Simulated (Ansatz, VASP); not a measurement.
## Two plane-wave programs on Tc

File INCAR:

```
ALGO = Normal
EDIFF = 1E-6
ENCUT = 520
GGA = PE
ISIF = 2
ISMEAR = 0
LASPH = T
LCHARG = T
LELF = T
LREAL = F
LVHAR = T
LWAVE = F
NBANDS = 12
NELM = 60
PREC = Accurate
SIGMA = 0.05
```

The input KPOINTS:

```
k-points
0
Gamma
  14 14 14
```

POSCAR

```
Tc
1.0
    0.0000000000      1.9500000000      1.9500000000
    1.9500000000      0.0000000000      1.9500000000
    1.9500000000      1.9500000000      0.0000000000
Tc
1
Direct
    0.0000000000      0.0000000000      0.0000000000
```

Input for Ansatz:

```yaml
crystal:
  lattice:
    - [0.0, 1.95, 1.95]
    - [1.95, 0.0, 1.95]
    - [1.95, 1.95, 0.0]
  atoms:
    - { symbol: Tc, position: [0.0, 0.0, 0.0] }
basis:
  ecutwfc: 600
  fft_grid_basis: typed
kpoints:
  mp_grid: { grid: [14, 14, 14] }
hamiltonian:
  xc: pbe
  pseudopotentials: { kind: paw }
scf:
  occupations: { method: gaussian, width: 0.05 }
output:
  forces: true
  stress: true
  eigenvalues: true
  bader: true
  write_density: true
  volumetric_format: npy
  elf: true
```

This isn't the form of Tc at room conditions, which is hcp.

Alike in both runs: task single point; functional PBE; k mesh 14 × 14 × 14; occupations gaussian, width 0.05 eV; no spin polarisation.

|  | VASP | Ansatz |
| --- | --- | --- |
| version | VASP 6.6.1 | Ansatz 0.2.0 |
| potentials or method | VASP PAW PBE potentials, release 64 (Tc_pv) | scalar-relativistic, plane waves, PAW |
| plane-wave cutoff (eV) | 520 | 600 |
| valence electrons in the cell | 13 | 15 |

|  | VASP | Ansatz | Ansatz less VASP |
| --- | --- | --- | --- |
| gap on the k mesh at the Fermi level (eV) | none | none | - |
| pressure (GPa) | -6.8 | -6.3 | +0.58 |

A gap of «none» marks a metal or a gap that the smearing closes. The functional is the same, so the differences come from potentials, cutoffs and numerics. The two sets of potentials don't hold the same shells in valence.
